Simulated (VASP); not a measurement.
A run of VASP 6.6.1:

Contents of INCAR:

```
SYSTEM = C
ALGO     = Fast           ! electronic algorithm
EDIFF    = 1E-6           ! SCF threshold, eV
ENCUT    = 520            ! plane-wave cutoff, eV
GGA      = PE             ! functional
ISIF     = 2              ! what is computed and relaxed
ISMEAR   = 0              ! smearing method
LASPH    = .TRUE.         ! aspherical terms in the spheres
LCHARG   = .FALSE.        ! write CHGCAR
LREAL    = .FALSE.        ! projectors in reciprocal space
LWAVE    = .FALSE.        ! write WAVECAR
NBANDS   = 31             ! bands
NELM     = 80             ! most SCF steps
PREC     = Accurate       ! precision mode
SIGMA    = 0.1            ! smearing width, eV
```

File KPOINTS:

```
k-points
0
G
  4 4 4
  0 0 0
```

Contents of POSCAR:

```
C
1.0
    0.0000000000      3.2895870200      3.2895870200
    3.2895870200      0.0000000000      3.2895870200
    3.2895870200      3.2895870200      0.0000000000
C
10
Direct
    0.2500000000      0.2500000000      0.2500000000
    0.8859832900      0.8859832900      0.8859832900
    0.8859832900      0.8859832900      0.3420501400
    0.8859832900      0.3420501400      0.8859832900
    0.3420501400      0.8859832900      0.8859832900
    0.6579498600      0.1140167100      0.1140167100
    0.1140167100      0.1140167100      0.6579498600
    0.1140167100      0.6579498600      0.1140167100
    0.1140167100      0.1140167100      0.1140167100
    0.7500000000      0.7500000000      0.7500000000
```

Potentials or basis: VASP PAW PBE potentials, release 64 (C).

Launch:

```bash
$ cat potpaw_PBE.64/C/POTCAR > POTCAR
$ mpirun -np 1 vasp_std > vasp.out
```

Hardware: 1 thread of Intel(R) Xeon(R) Platinum 8488C (Sapphire Rapids), on a shared host.

Problem. How long does it take, and how much memory?

Solution. Run time: 18 s on 1 thread of Intel(R) Xeon(R) Platinum 8488C (Sapphire Rapids), on a shared host, peak memory 0.18 GiB. Counts: scf iterations 16, k points 8.
